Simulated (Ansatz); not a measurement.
The system is SrVO3.

```
Sr V O
1.0
     3.84090    0.00000    0.00000
     0.00000    3.84090    0.00000
     0.00000    0.00000    3.84090
Sr V O
1 1 3
Direct
  0.50000 0.50000 0.50000
  0.00000 0.00000 0.00000
  0.00000 0.00000 0.50000
  0.00000 0.50000 0.00000
  0.50000 0.00000 0.00000
```

```yaml
Program: Ansatz 0.2.0
Task: relaxation of cell and atoms
Functional: BLYP
Potentials_or_basis: Ansatz PAW
Cutoff: "420 eV (not typed: the program's choice for these potentials)"
k_mesh: 5 × 5 × 5
Occupations: fermi-dirac, width 0.05 eV
Spin: collinear spin, ferromagnetic start
Starting_moments: "[0.0, 2.0, 0.0, 0.0, 0.0] μB"
```

At the start: volume 11.33 Å³/atom.

Q: How do energy, volume and symmetry change on relaxing?

A: It ends after 7 steps and the volume is 11.91 Å³/atom (+5.1 %); space group Pm-3m (No. 221, to 0.05 Å); moment 0.76 μB per cell.

Step by step:
```tsv
step	energy change (eV)	largest force (eV/Å)	volume (Å³)
1	0.0000	0.0000	56.66
2	-0.0636	0.0000	58.93
3	-0.0637	0.0000	59.35
4	-0.0635	0.0000	59.38
5	-0.0793	0.0000	59.38
6	-0.0789	0.0000	59.53
7	-0.0793	0.0000	59.53
```

Final structure:
```cif
data_structure
_symmetry_space_group_name_H-M 'P 1'
_symmetry_Int_Tables_number 1
_cell_length_a 3.9045
_cell_length_b 3.9045
_cell_length_c 3.9045
_cell_angle_alpha 90.000
_cell_angle_beta 90.000
_cell_angle_gamma 90.000
_cell_volume 59.53
loop_
_atom_site_label
_atom_site_type_symbol
_atom_site_fract_x
_atom_site_fract_y
_atom_site_fract_z
_atom_site_occupancy
Sr1 Sr 0.50000 0.50000 0.50000 1
V1 V 0.00000 0.00000 0.00000 1
O1 O 0.00000 0.00000 0.50000 1
O2 O 0.00000 0.50000 0.00000 1
O3 O 0.50000 0.00000 0.00000 1
```

Caveat: the plane-wave basis is chosen anew once the cell has moved, so the energies of steps on either side of that aren't comparable; the pressure holds a Pulay correction of +0.7 GPa for the finite cutoff; the PAW data sets come from PBE, with cores solved anew for the run's functional, which leaves a small shift of forces and pressure.
